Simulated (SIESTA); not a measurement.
Runs of SIESTA 5.4.2 on Co. It takes space group P6_3/mmc (No. 194, hexagonal). The conventional cell has a = 2.471 Å, b = 2.471 Å, c = 8.088 Å, α = 90.00°, β = 90.00°, γ = 120.00°. Co (site symmetry -6m2) is surrounded by 12 Co at 2.47 Å. Around Co (site symmetry -3m) lie 12 Co at 2.47 Å. 

```csv
level,gap on the mesh (eV),pressure (GPa),moment (μB)
optB88-vdW,none,3.7,6.50
vdW-DF-C09,none,-5.0,6.50
vdW-DF,none,14.1,6.50
vdW-DF-cx,none,(a),6.50
vdW-DF2,none,(b),6.50
```

Alike in all rows: task band structure; potentials or basis PseudoDojo 0.4 standard (PBE files), DZP (energy shift 0.003 Ry; two zetas on semicore shells); spin collinear, ferromagnetic start; cell as given; k mesh 8 × 8 × 3; smearing fermi-dirac 0.05 eV; grid cutoff 800 Ry; energy shift 0.003 Ry; the mesh is coarse, so values aren't converged.

Fill in the values left out.

(a) -3.6; (b) 20.4.

Caveats: all runs use coarse meshes; short orbitals over semicore shells can move pressures by several GPa; the potentials were made for another functional, which shifts forces and pressure; the basis of atomic orbitals isn't converged, which shifts pressures, moduli and gaps.

A gap of «none» marks a metal or a gap under the smearing width.

Runs at the PBE level aren't shown here.
